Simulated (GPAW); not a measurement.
# Cr (Im-3m) in GPAW: further runs, part 2 of 3

GPAW 26.7.0. The steps go on from the part before.

**3. Band structure, LDA, collinear spin, ferromagnetic start**

Contents of run.py:

```python
from ase import Atoms
from ase.dft.bandgap import bandgap
from ase.io import write
from ase.units import Bohr, GPa
from gpaw import GPAW, PW
from gpaw.elf import elf_from_dft_calculation

atoms = Atoms(['Cr'],
              cell=[[-1.4844496776, 1.4844496776, 1.4844496776],
                    [1.4844496776, -1.4844496776, 1.4844496776],
                    [1.4844496776, 1.4844496776, -1.4844496776]],
              scaled_positions=[[0.0, 0.0, 0.0]],
              pbc=True)
atoms.set_initial_magnetic_moments([3.0])

calc = GPAW(mode=PW(600),
            xc='LDA',
            kpts={'size': (12, 12, 12), 'gamma': True},
            occupations={'name': 'fermi-dirac', 'width': 0.05},
            nbands=11,
            convergence={'density': 1e-05, 'energy': 1e-05},
            maxiter=150,
            txt='gpaw.txt')
atoms.calc = calc
energy = atoms.get_potential_energy()
forces = atoms.get_forces()
stress = atoms.get_stress()
calc.write('gs.gpw')
write('result.traj', atoms)
print(f'Energy: {energy:.6f} eV')
print('Forces (eV/A):')
print(forces.round(4))
print('Stress (GPa):', (stress / GPa).round(3))
print('Moments:', calc.get_magnetic_moments().round(3))
print('Fermi level:', round(calc.get_fermi_level(), 4), 'eV')
print(f'Gap: {bandgap(calc)[0]:.4f} eV, direct: {bandgap(calc, direct=True)[0]:.4f} eV')

# fields on the real-space grid
write('density.cube', atoms, data=calc.get_pseudo_density() * Bohr**3)
write('potential.cube', atoms, data=calc.get_electrostatic_potential())
write('spin.cube', atoms, data=(calc.get_pseudo_density(spin=0) - calc.get_pseudo_density(spin=1)) * Bohr**3)
write('elf.cube', atoms, data=elf_from_dft_calculation(calc).data)

path = atoms.cell.bandpath('GHNGPH,PN', npoints=100, eps=1e-4)
bs_calc = calc.fixed_density(kpts=path, symmetry='off', nbands=18,
                             convergence={'bands': 'CBM+6.0', 'eigenstates': 1e-6}, txt='bands.txt')
bs = bs_calc.band_structure()
bs.write('bs.json')
print(f'Gap on the path: {bandgap(bs_calc)[0]:.4f} eV')
```

Potentials or basis: the program's PAW data sets (release 1.2.1) made for this functional, pw.

Launch:

```sh
OMP_NUM_THREADS=1 python run.py
```

gpaw.txt:

```text
__  _  _
 | _ |_)|_||  |
 |__||  | ||/\| - 26.7.0

Input parameters:
  mode=PW(ecut=600.0),
  convergence={'density': 1e-05, 'energy': 1e-05},
  kpts=MonkhorstPack(size=(12, 12, 12), gamma=True),
  maxiter=150,
  nbands=11,
  occupations=Occupations(name='fermi-dirac', width=0.05),
  xc=XC(name='LDA')

Diagonalizing LCAO Hamiltonian
Converting LCAO to pw mode

       Cr

Atoms  # Å, Bohr magnetons
|   | symbol |        x |        y |        z |    initial magnetic moments |
|---|--------|----------|----------|----------|-----------------------------|
| 0 |     Cr | 0.000000 | 0.000000 | 0.000000 | ( 0.0000,  0.0000,  3.0000) |

Unit cell  # Å
| periodic |         x |         y |         z |  lengths |     angles |
|----------|-----------|-----------|-----------|----------|------------|
|      yes | -1.484450 |  1.484450 |  1.484450 | 2.571142 | 109.471221 |
|      yes |  1.484450 | -1.484450 |  1.484450 | 2.571142 | 109.471221 |
|      yes |  1.484450 |  1.484450 | -1.484450 | 2.571142 | 109.471221 |

Number of symmetries: 48
Symmetry operations  # r_c * U_cc + t_c -> r_c
|    | kind |            matrix            |
|----|------|------------------------------|
|  0 |  σ   |  1, 1, 1,  0, 0,-1,  0,-1, 0 |
|  1 |  C4  |  1, 1, 1,  0, 0,-1, -1, 0, 0 |
|  2 |  C2  |  1, 1, 1,  0,-1, 0,  0, 0,-1 |
|  3 |  S6  |  1, 1, 1,  0,-1, 0, -1, 0, 0 |
|  4 |  S6  |  1, 1, 1, -1, 0, 0,  0, 0,-1 |
|  5 |  C4  |  1, 1, 1, -1, 0, 0,  0,-1, 0 |
|  6 |  E   |  1, 0, 0,  0, 1, 0,  0, 0, 1 |
|  7 |  σ   |  1, 0, 0,  0, 1, 0, -1,-1,-1 |
|  8 |  σ   |  1, 0, 0,  0, 0, 1,  0, 1, 0 |
|  9 |  C3  |  1, 0, 0,  0, 0, 1, -1,-1,-1 |
| 10 |  C3  |  1, 0, 0, -1,-1,-1,  0, 1, 0 |
| 11 |  σ   |  1, 0, 0, -1,-1,-1,  0, 0, 1 |
| 12 |  σ   |  0, 1, 0,  1, 0, 0,  0, 0, 1 |
| 13 |  C2  |  0, 1, 0,  1, 0, 0, -1,-1,-1 |
| 14 |  C3  |  0, 1, 0,  0, 0, 1,  1, 0, 0 |
| 15 |  S4  |  0, 1, 0,  0, 0, 1, -1,-1,-1 |
| 16 |  S4  |  0, 1, 0, -1,-1,-1,  1, 0, 0 |
| 17 |  C3  |  0, 1, 0, -1,-1,-1,  0, 0, 1 |
| 18 |  C3  |  0, 0, 1,  1, 0, 0,  0, 1, 0 |
| 19 |  S4  |  0, 0, 1,  1, 0, 0, -1,-1,-1 |
| 20 |  σ   |  0, 0, 1,  0, 1, 0,  1, 0, 0 |
| 21 |  C3  |  0, 0, 1,  0, 1, 0, -1,-1,-1 |
| 22 |  C2  |  0, 0, 1, -1,-1,-1,  1, 0, 0 |
| 23 |  S4  |  0, 0, 1, -1,-1,-1,  0, 1, 0 |
| 24 |  C4  |  0, 0,-1,  1, 1, 1,  0,-1, 0 |
| 25 |  σ   |  0, 0,-1,  1, 1, 1, -1, 0, 0 |
| 26 |  S6  |  0, 0,-1,  0,-1, 0,  1, 1, 1 |
| 27 |  C2  |  0, 0,-1,  0,-1, 0, -1, 0, 0 |
| 28 |  C4  |  0, 0,-1, -1, 0, 0,  1, 1, 1 |
| 29 |  S6  |  0, 0,-1, -1, 0, 0,  0,-1, 0 |
| 30 |  S6  |  0,-1, 0,  1, 1, 1,  0, 0,-1 |
| 31 |  C4  |  0,-1, 0,  1, 1, 1, -1, 0, 0 |
| 32 |  C4  |  0,-1, 0,  0, 0,-1,  1, 1, 1 |
| 33 |  S6  |  0,-1, 0,  0, 0,-1, -1, 0, 0 |
| 34 |  σ   |  0,-1, 0, -1, 0, 0,  1, 1, 1 |
| 35 |  C2  |  0,-1, 0, -1, 0, 0,  0, 0,-1 |
| 36 |  C2  | -1, 0, 0,  1, 1, 1,  0, 0,-1 |
| 37 |  S6  | -1, 0, 0,  1, 1, 1,  0,-1, 0 |
| 38 |  S6  | -1, 0, 0,  0, 0,-1,  1, 1, 1 |
| 39 |  C2  | -1, 0, 0,  0, 0,-1,  0,-1, 0 |
| 40 |  C2  | -1, 0, 0,  0,-1, 0,  1, 1, 1 |
| 41 |  i   | -1, 0, 0,  0,-1, 0,  0, 0,-1 |
| 42 |  S4  | -1,-1,-1,  1, 0, 0,  0, 1, 0 |
| 43 |  C3  | -1,-1,-1,  1, 0, 0,  0, 0, 1 |
| 44 |  C3  | -1,-1,-1,  0, 1, 0,  1, 0, 0 |
| 45 |  σ   | -1,-1,-1,  0, 1, 0,  0, 0, 1 |
| 46 |  S4  | -1,-1,-1,  0, 0, 1,  1, 0, 0 |
| 47 |  C2  | -1,-1,-1,  0, 0, 1,  0, 1, 0 |

BZ-sampling:
  Number of BZ points: 1728
  Number of IBZ points: 72

  Monkhorst-Pack size: [12, 12, 12]
  Monkhorst-Pack shift: [0.041666666666666664, 0.041666666666666664, 0.041666666666666664]

K-points  # in reciprocal-cell coordinates
|     |                                coordinates |     weight |
|-----|--------------------------------------------|------------|
|   0 | ( -0.00000000,  -0.00000000,  -0.00000000) | 0.00057870 |
|   1 | (  0.08333333,  -0.00000000,  -0.00000000) | 0.00694444 |
|   2 | (  0.08333333,   0.08333333,  -0.08333333) | 0.00347222 |
|   3 | (  0.16666667,  -0.00000000,  -0.08333333) | 0.01388889 |
|   4 | (  0.16666667,  -0.00000000,  -0.00000000) | 0.00694444 |
|   5 | (  0.16666667,   0.08333333,  -0.08333333) | 0.01388889 |
|   6 | (  0.16666667,   0.16666667,  -0.16666667) | 0.00347222 |
|   7 | (  0.25000000,  -0.08333333,  -0.08333333) | 0.00462963 |
|   8 | (  0.25000000,  -0.00000000,  -0.08333333) | 0.02777778 |
|   9 | (  0.25000000,  -0.00000000,  -0.00000000) | 0.00694444 |
| ... |                                            |            |
|  71 | (  0.50000000,   0.50000000,   0.50000000) | 0.00057870 |

Plane wave coefficients: 466
Cutoff: 600.0 eV

Spin-components: 2 (collinear spins)
Bands:           11
Projectors:      6
Spin-degeneracy: 1
Datatype:        complex128

Parallelization:
  kpt:    1
  domain: 1
  band:   1

Density:
  Valence electrons: 6.0
  Components: 2
  Grid points: [15 15 15]
  Charge: 0.0  # |e|

Potential:
  Grid points: [15 15 15]

species:
  Cr:
    name:    Chromium
    Z:       24.0
    valence: 6
    core:    18
    charge:  0.0  # [|e|]
    compensation charges:
      type: gauss
      rc: 0.35  # [Å]
      lmax: 2
    cutoffs:
      filter: 2.14  # [Å]
      core: 3.04  # [Å]
    projectors
    | kind |    occ | energy [eV] | rcut [Å] |
    |------|--------|-------------|----------|
    |   4s |  1.000 |      -4.191 |    1.164 |
    |   4p |  0.000 |      -1.079 |    1.217 |
    |   3d |  5.000 |      -3.128 |    1.111 |
    |    s |        |      23.021 |    1.164 |
    |    p |        |      26.132 |    1.217 |
    |    d |        |      24.083 |    1.111 |

    Using partial waves for Cr as LCAO basis

Reference energy: -28526.683362  # eV

eigensolver:
  PPCG
  Converge bands: occupied
  niter=2

density mixing:
  MSR1-Mixer
  Pratt-step length: 0.05
  Maximum mixing coefficient: 0.75
  Old densities: 10
  SVD Regularization: 0.005
  Good broyden scale: 1.0
  Trust region scale: 1.0
  Backstep threshold: 4.0
  History deletion threshold: 6.0
  Fourier metric: weight=20.0, sigma=0.015

occupation numbers:
  Fermi-Dirac:
    width: 0.0500  # eV

poisson solver:
  ecut: 4800.0  # eV

xc functional:
  name: None

convergence criteria:
- Maximum integral of absolute [dens]ity change: 1e-05 electrons / valence electron
- Maximum [total energy] change in last 3 cyles: 1e-05 eV / valence electron
- Maximum integral of absolute [eigenst]ate change: 4e-08 eV^2 / valence electron
maximum number of iterations: 150

SCF iterations
|iter     | |      energy | eigst |  dens |  magmom |
|---------|-|-------------|-------|-------|---------|
|iter:   1| |   -9.369676 | +0.02 |       |  +2.9980|
|iter:   2| |   -9.402389 | -2.26 | -0.44 |  +2.9118|
|iter:   3| |  -10.124849 | -1.65 | -0.46 |  +1.0458|
|iter:   4| |  -10.229313 | -1.24 | -0.81 |  -0.3733|
|iter:   5| |  -10.221697 | -2.34 | -1.05 |  -0.3387|
|iter:   6| |  -10.235302 | -2.38 | -1.21 |  +0.0891|
|iter:   7| |  -10.236552 | -3.57 | -1.77 |  +0.0161|
|iter:   8| |  -10.236515 | -4.40 | -2.33 |  +0.0109|
|iter:   9| |  -10.236538c| -4.99 | -2.68 |  -0.0028|
|iter:  10| |  -10.236538c| -6.76 | -3.33 |  +0.0001|
|iter:  11| |  -10.236538c| -7.55c| -4.16 |  -0.0004|
|iter:  12| |  -10.236538c| -8.20c| -4.23 |  -0.0000|
|iter:  13| |  -10.236538c| -8.98c| -5.40c|  -0.0000|

Converged in 13 steps
Energy contributions relative to reference atoms: (reference = -28526.683362)

Energy contributions:
  Kinetic:         -23.205317
  Coulomb:          15.716593
  Zero:              0.084528
  External:          0.000000
  Xc:               -2.829528
  Entropy:          -0.005629
  Spinorbit:         0.000000
  ----------------------------
  Free energy:     -10.239352
  Extrapolated:    -10.236538

dipole moment: (-3.688537, -3.688537, -3.688537)  # |e|*Ang

Total magnetic moment: (0.000000, 0.000000, -0.000000)

Local magnetic moments
|        x |        y |        z |
|----------|----------|----------|
| 0.000000 | 0.000000 | 0.000001 |  # Cr   0

Fermi level: 9.185
Eigenvalues  # (at kpt = [-0.000, -0.000, -0.000])
| band index |      eig [eV] | occ [0-1] |      eig [eV] | occ [0-1] |
|------------|---------------|-----------|---------------|-----------|
|          0 |         1.928 |     1.000 |         1.928 |     1.000 |
|          1 |         8.444 |     1.000 |         8.444 |     1.000 |
|          2 |         8.444 |     1.000 |         8.444 |     1.000 |
|          3 |         8.444 |     1.000 |         8.444 |     1.000 |
|          4 |        10.101 |     0.000 |        10.101 |     0.000 |
|          5 |        10.101 |     0.000 |        10.101 |     0.000 |
|          6 |        15.141 |     0.000 |        15.141 |     0.000 |
|          7 |        18.547 |     0.000 |        18.547 |     0.000 |
|          8 |        18.547 |     0.000 |        18.547 |     0.000 |
|          9 |        18.547 |     0.000 |        18.547 |     0.000 |
|         10 |        31.514 |     0.000 |        31.514 |     0.000 |

No gap
No difference between direct/indirect transitions

Forces  # eV/Ang
|       x |        y |       z |
|---------|----------|---------|
| 0.00000 | -0.00000 | 0.00000 |  # Cr   0

Stress tensor  # eV/Ang^3
|        x |         y |         z |
|----------|-----------|-----------|
| 0.245170 |  0.000000 |  0.000000 |
| 0.000000 |  0.245170 | -0.000000 |
| 0.000000 | -0.000000 |  0.245170 |

# Writing to gs.gpw (mode='')
```

It took 54 s on 1 thread of Intel Xeon Platinum 8259CL at 2.50GHz (Skylake/Cascade Lake), shared host; peak memory 0.18 GiB.

What came out:

| Quantity | Value |
| --- | --- |
| Free energy | -10.2394 eV |
| Pressure | -39.3 GPa |
| Band gap along the path | none (metal or under the smearing width) |
| Net moment | 0.00 μB per cell |

Levels at the corners of the path, in eV from the Fermi level:
Spin up:
```tsv
point	band 1	band 2	band 3	band 4	band 5	band 6
Γ	-7.26	-0.74	-0.74	-0.74	0.92	0.92
H	-3.58	-3.58	2.07	2.07	2.07	5.87
N	-3.78	-2.02	0.92	1.02	1.17	2.40
Γ	-7.26	-0.74	-0.74	-0.74	0.92	0.92
P	-1.96	-1.96	-1.96	1.22	1.22	5.86
H	-3.58	-3.58	2.07	2.07	2.07	5.87
P	-1.96	-1.96	-1.96	1.22	1.22	5.86
N	-3.78	-2.02	0.92	1.02	1.17	2.40
```
Spin down:
| point | band 1 | band 2 | band 3 | band 4 | band 5 | band 6 | band 7 |
| --- | --- | --- | --- | --- | --- | --- | --- |
| Γ | -7.26 | -0.74 | -0.74 | -0.74 | 0.92 | 0.92 | 5.96 |
| H | -3.58 | -3.58 | 2.07 | 2.07 | 2.07 | 5.87 | 8.64 |
| N | -3.78 | -2.02 | 0.92 | 1.02 | 1.17 | 2.40 | 5.88 |
| Γ | -7.26 | -0.74 | -0.74 | -0.74 | 0.92 | 0.92 | 5.96 |
| P | -1.96 | -1.96 | -1.96 | 1.22 | 1.22 | 5.86 | 8.69 |
| H | -3.58 | -3.58 | 2.07 | 2.07 | 2.07 | 5.87 | 8.64 |
| P | -1.96 | -1.96 | -1.96 | 1.22 | 1.22 | 5.86 | 8.69 |
| N | -3.78 | -2.02 | 0.92 | 1.02 | 1.17 | 2.40 | 5.88 |

Caveat: the starting moments collapsed, and a magnetic state may lie lower; a pressure of tens of GPa on the cell as given is suspect, and the run, the potentials or the cell itself is likely at fault.

[end of part 2 of 3]
